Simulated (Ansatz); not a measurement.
## Si₂Mo: all-electron results

```
CELL_PARAMETERS angstrom
-1.60000 1.60000 3.93050
1.60000 -1.60000 3.93050
1.60000 1.60000 -3.93050
ATOMIC_POSITIONS crystal
Si 0.33300 0.33300 0.00000
Si 0.66700 0.66700 0.00000
Mo 0.00000 0.00000 0.00000
```

Atoms are numbered in the order listed.

The cell is COD entry 1010282, as deposited and not checked against the literature; nothing was relaxed. It is an old determination, and later ones may differ.

Levels of theory: DFT, PBE, all-electron LAPW, scalar-relativistic (Ansatz 0.2.0); DFT, PBE, PAW with Ansatz's default frozen-core files, scalar-relativistic (Ansatz 0.2.0).

For LAPW: a Γ-centred 16×16×16 k mesh, Fermi–Dirac smearing of 0.08 eV, basis error target 1 meV/atom, no spin polarisation. PAW takes a cutoff of 420 eV at this cell. The Ansatz runs share mesh, smearing and spin set-up. Values come from LAPW unless marked.

```yaml
Stress_xx_yy_zz_compression_positive: 2.66, 2.66, 1.51 GPa
Löwdin_charges_with_0.20_e_of_the_cell_spilling_out_of_the_atomic_basis_so_their_sizes_and_signs_hang_on_that_basis: Si1 0.14, Mo3 -0.08 e
Bader_charges_from_the_PAW_run: Si1 -0.07, Mo3 +0.13 e
Pressure_at_this_cell: 22.8 kbar
Volume_per_atom: 13.42 Å³
```

Problem. Predict this quantity. Largest force.

Solution. 0.279 eV/Å on Si1.

Problem. Band gap: what does the calculation give?

Solution. none: bands cross the Fermi level, a metal.

Problem. Predict this quantity. Density of states at the Fermi level (0.2 eV bin).

Solution. 0.26 states/eV per cell.
